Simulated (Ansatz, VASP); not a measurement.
Ta: VASP beside Ansatz

```xyz
1
Lattice="2.8508 0.0000 0.0000 -1.4254 2.4689 0.0000 0.0000 0.0000 2.7068" Properties=species:S:1:pos:R:3 pbc="T T T"
Ta    0.0000    0.0000    0.0000
```

Alike in both runs: functional PBEsol; k mesh 24 × 24 × 20; occupations gaussian, width 0.1 eV; no spin polarisation.

Ansatz relaxed the structure, and its values are those at the end. VASP's run is a single point on that final structure, the one shown.

```csv
,VASP,Ansatz
version,VASP 6.6.1,Ansatz 0.2.0
potentials or method,"VASP PAW PBE potentials, release 64 (Ta_pv)","scalar-relativistic, plane waves, PAW"
plane-wave cutoff (eV),520,420
valence electrons in the cell,11,13
```

|  | VASP | Ansatz | Ansatz less VASP |
| --- | --- | --- | --- |
| gap on the k mesh at the Fermi level (eV) | none | none | - |
| pressure (GPa) | 0.2 | 0.0 | -0.17 |

A gap of «none» marks a metal or a gap that the smearing closes. The two sets of potentials don't hold the same shells in valence.

Caveats: the PAW data sets were made with another functional, which shifts forces and pressure a little (VASP). The runs have no spin-orbit coupling, so splittings on Ta are missing.
